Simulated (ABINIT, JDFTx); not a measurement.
This is a calculation of Sb (Antimony) for ABINIT 10.8.3 (patched build). Atoms were shifted at random by some hundredths of an Å from the given cell, which wasn't relaxed again for these runs. 

The input run.abi:

```
# Pseudopotentials
pp_dirpath "./"
pseudos "Sb.upf"

# Structure
acell 8.5163565957 8.5163565957 8.5163565957
rprim
     0.4780034715     0.2759754330     0.8338766345
    -0.4780034715     0.2759754330     0.8338766345
     0.0000000000    -0.5519508659     0.8338766345
ntypat 1
znucl 51
natom 2
typat 1 1
xcart
     0.0270761398    -0.0085381924     8.5964550640
     0.0486784574     0.0408502445     2.6298333680 Angstrom
chkprim 0
chksymtnons 0
tolsym 1.0e-6

# Plane-wave basis
ecut 1088.455450 eV

# k points
kptopt 1
ngkpt 8 8 8
nshiftk 1
shiftk 0.0 0.0 0.0

# Exchange and correlation
ixc -116133

# Bands and occupations
nband 19
occopt 3
tsmear 0.05 eV

# SCF cycle
nstep 100
tolvrs 1.0e-10

# Output
iomode 3
prtwf 0
prtden 0
prteig 0
prtebands 0
```

Potentials or basis: PseudoDojo NC SR PBEsol v0.4.1 standard.

Launch:

```sh
$ mpirun --bind-to none -np 4 abinit run.abi > log 2>&1
```

Problem. Set up the same calculation for JDFTx 1.7.0 (patched build). Potentials or basis there: PseudoDojo-SR-PBEsol-0.4.1-standard with smoothed tails, cutoff 1088 eV.

Solution. As run (cutoffs and basis follow the program's own potentials, and thresholds, step limits or extra output files can differ):

Sb.in

```
lattice \
    4.0708480177    -4.0708480177     0.0000000000 \
    2.3503051989     2.3503051989    -4.7006103977 \
    7.1015907763     7.1015907763     7.1015907763
coords-type Lattice
ion Sb     0.7676430000     0.7550740000     0.7647910000 1
ion Sb     0.2500380000     0.2274410000     0.2223170000 1

ion-species pseudo/Sb.upf
elec-cutoff 40 320
elec-ex-corr gga-PBEsol
kpoint-folding 8 8 8
elec-smearing Fermi 0.0018374661
elec-n-bands 22
electronic-SCF nIterations 100 energyDiffThreshold 1e-09
electronic-minimize nIterations 30 energyDiffThreshold 1e-7
converge-empty-states yes
forces-output-coords Cartesian

dump-name run.$VAR
dump End Ecomponents EigStats BandEigs Kpoints Forces Stress
```

Potentials or basis: PseudoDojo-SR-PBEsol-0.4.1-standard with smoothed tails.

Launch:

```bash
$ jdftx -c 1 -i Sb.in -o Sb.out
```

Both were run:

|  | ABINIT | JDFTx |
| --- | --- | --- |
| Pressure | -0.5 GPa | -0.5 GPa |
| Largest force | 0.110 eV/Å | 0.110 eV/Å |

Pressure is positive in compression.
